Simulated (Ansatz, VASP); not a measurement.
# Ni in VASP and in Ansatz

File INCAR:

```
SYSTEM = Ni
PREC = Accurate
ENCUT = 600
EDIFF = 1E-6
ISMEAR = 0
SIGMA = 0.1
LREAL = .FALSE.
LASPH = .TRUE.
NELM = 150
ALGO = Normal
ISIF = 3
LWAVE = .FALSE.
LCHARG = .FALSE.
ISPIN = 2
MAGMOM = 0.66 0.66
LORBIT = 11
LMAXMIX = 4
GGA = PE
IBRION = 2
NSW = 90
EDIFFG = -0.04
```

File KPOINTS:

```
Automatic mesh
0
G
  8 8 8
  0 0 0
```

Contents of POSCAR:

```
Ni
1.0
   -2.1523410896      2.1523410896      1.1741417954
    2.1523410896     -2.1523410896      1.1741417954
    2.1523410896      2.1523410896     -1.1741417954
Ni
2
Direct
    0.0000000000      0.0000000000      0.0000000000
    0.7500000000      0.2500000000      0.5000000000
```

Input for Ansatz:

```yaml
crystal:
  lattice:
    - [-2.1523410896, 2.1523410896, 1.1741417954]
    - [2.1523410896, -2.1523410896, 1.1741417954]
    - [2.1523410896, 2.1523410896, -1.1741417954]
  atoms:
    - { symbol: Ni, position: [0.0, 0.0, 0.0], spin: 0.66 }
    - { symbol: Ni, position: [0.75, 0.25, 0.5], spin: 0.66 }
basis:
  ecutwfc: 420
kpoints:
  mp_grid: { grid: [8, 8, 8] }
hamiltonian:
  xc: pbe
scf:
  occupations: { method: gaussian, width: 0.1 }
  lower_state_search: "off"
output:
  forces: true
  stress: true
  eigenvalues: true
  populations: true
magnetization:
  spin_polarized: true
relax:
  adjacent_minimum: "off"
  f_tol: 0.04
  max_steps: 70
  cell: { stress_tol: 0.4 }
```

Alike in both runs: task relaxation of cell and atoms; functional PBE; k mesh 8 × 8 × 8; occupations gaussian, width 0.1 eV; collinear spin.

|  | VASP | Ansatz |
| --- | --- | --- |
| version | VASP 6.6.1 | Ansatz 0.2.0 |
| potentials or method | VASP PAW PBE potentials, release 64 (Ni) | scalar-relativistic, plane waves, PAW |
| plane-wave cutoff (eV) | 600 | 420 |
| valence electrons in the cell | 20 | 36 |

```tsv
	VASP	Ansatz	Ansatz less VASP
gap on the k mesh at the Fermi level, each at its own relaxed structure (eV)	none	none	-
net moment per atom (μB)	0.00	0.69	+0.686
size of the moment on the site where the two differ most (μB)	0.00	0.72	+0.718
relaxed volume (Å³/atom)	11.85	12.01	+0.161
relaxed cell length with the largest relative difference (Å)	3.358	3.373	+0.0151
energy change over the relaxation (meV/atom)	-43	-64	-21.7
```

The net moments differ so much that the two runs ended in different magnetic states, which moves the other rows too. Site moments also hang on the region over which each program counts them. A gap of «none» marks a metal or a gap that the smearing closes. The two sets of potentials don't hold the same shells in valence.

Caveats: the k mesh is coarse (spacing up to 0.38 Å⁻¹), so the values aren't converged.
